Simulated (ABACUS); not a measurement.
Crystal: PtS2.

```xyz
3
Lattice="3.5432 0.0000 0.0000 -1.7716 3.0685 0.0000 0.0000 0.0000 5.0388" Properties=species:S:1:pos:R:3 pbc="T T T"
Pt    0.0000    0.0000    0.0000
S     1.7716    1.0228    3.8950
S     0.0000    2.0457    1.1438
```

| Item | Value |
| --- | --- |
| Program | ABACUS 3.10.1 |
| Task | single point |
| Functional | PBE |
| Potentials or basis | PseudoDojo NC SR 0.4.1 PBE standard |
| Cutoff | 1361 eV |
| Density cutoff | 5442 eV |
| Basis | DZP LCAO (the cutoffs set its grid) |
| k mesh | 9 × 9 × 5 |
| Occupations | fermi-dirac, width 0.05 eV |
| Spin | no spin polarisation |

On this cell: pressure 14.3 GPa; largest force 1.626 eV/Å; band gap on the k mesh 1.01 eV, indirect (least direct gap 1.07 eV).

The same run follows on a disturbed copy (atoms moved at random, drawn with an rms of 0.05 Å):

```
Pt S
1.0
     3.54320    0.00000    0.00000
    -1.77160    3.06850    0.00000
     0.00000    0.00000    5.03880
Pt S
1 2
Direct
  0.99943 0.99349 0.01005
  0.66718 0.33107 0.77169
  0.33506 0.67148 0.23435
```

**Question.** What does the disturbed cell give?

**Answer.** The energy moves by -13.6 meV/atom; pressure 12.5 GPa; largest force 1.764 eV/Å; band gap on the k mesh 0.90 eV, indirect (least direct gap 1.02 eV).

Forces on the atoms (eV/Å):
```
Pt  -0.187  0.531 -0.785
S    0.024 -0.101 -0.918
S    0.163 -0.429  1.703
```

Stress tensor (GPa, compression positive):
```
13.96 -0.28  0.43
-0.28 12.62 -0.99
 0.43 -0.99 10.81
```

Caveats: the atomic orbitals were generated for these runs and aren't a published set; spin-orbit coupling is left out, which moves the levels of the heavy elements; an odd mesh through Γ misses points on the zone boundary, where band edges often lie; the basis of atomic orbitals isn't converged, which shifts pressures, moduli and gaps; forces of over 1 eV/Å show positions far from the minimum, so gaps and moduli don't describe the material at rest (some runs).
